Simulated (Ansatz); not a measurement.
# BaS across functionals

```
Ba S
1.0
     0.00000    3.19375    3.19375
     3.19375    0.00000    3.19375
     3.19375    3.19375    0.00000
Ba S
1 1
Cartesian
  0.0000 0.0000 0.0000
  3.1938 3.1938 3.1938
```

Atoms are numbered in the order listed.

The cell is COD entry 9008600, as deposited and not checked against the literature; nothing was relaxed.

No spin–orbit coupling, which matters for the heavy atoms here.

One fixed cell is solved with several functionals by frozen-core PAW in Ansatz 0.2.0, scalar-relativistically. A positive pressure means that the functional wants a larger cell.

The PAW files were made with PBE; their cores are remade for each functional.

The runs use a Γ-centred 8×8×8 k mesh, Fermi–Dirac smearing of 0.02 eV, cutoff 420 eV, no spin polarisation.

Cutoffs: PBE 420 eV, LDA 420 eV, PBEsol 420 eV, r²SCAN 500 eV.

```tsv
setting	P (GPa)	gap over the k mesh and a high-symmetry path (eV)	lowest level at Γ above −25 eV, from the valence-band top or, without a gap, the Fermi level (eV)
PBE	0.83	2.21	-11.00
LDA	?	2.01	-10.97
PBEsol	-1.15	2.08	-10.95
r²SCAN	0.81	?	-11.33
```

(1) Fill in "gap over the k mesh and a high-symmetry path (eV)" for the row "r²SCAN".

(2) What belongs in the row "LDA", column "P (GPa)"?

Results:

(1) 2.55.

(2) -2.47.
